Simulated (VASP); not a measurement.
Crystal: InPd.

```
In Pd
1.0
     3.27188    0.00000    0.00000
     0.00000    3.27188    0.00000
     0.00000    0.00000    3.27188
In Pd
1 1
Direct
  0.00000 0.00000 0.00000
  0.50000 0.50000 0.50000
```

The cell comes from a database or a generator and needn't be the stable form of this composition.

- Program: VASP 6.6.1
- Task: relaxation of cell and atoms
- Functional: PBEsol
- Dispersion: rVV10
- Potentials or basis: VASP PAW PBE potentials, release 64 (In_d, Pd)
- Cutoff: 600 eV
- k mesh: 8 × 8 × 8
- Occupations: fermi-dirac, width 0.05 eV
- Spin: no spin polarisation

At the start: pressure -3.7 GPa; volume 17.51 Å³/atom.

How do energy, volume and symmetry change on relaxing?

Over 3 steps the energy falls by 5.6 meV/atom and the volume is 17.04 Å³/atom (-2.7 %); space group Pm-3m (No. 221, to 0.05 Å).

Step by step:
```
step  energy change (eV)  largest force (eV/Å)  pressure (GPa)  volume (Å³)
   1              0.0000                0.0000           -3.72        35.03
   2              0.0048                0.0000            4.94        33.00
   3             -0.0112                0.0000           -0.07        34.09
```

Final structure:
```
In Pd
1.0
     3.24232    0.00000    0.00000
     0.00000    3.24232    0.00000
     0.00000    0.00000    3.24232
In Pd
1 1
Direct
  0.00000 0.00000 0.00000
  0.50000 0.50000 0.50000
```

Caveat: the PAW data sets were made with another functional, which shifts forces and pressure a little.
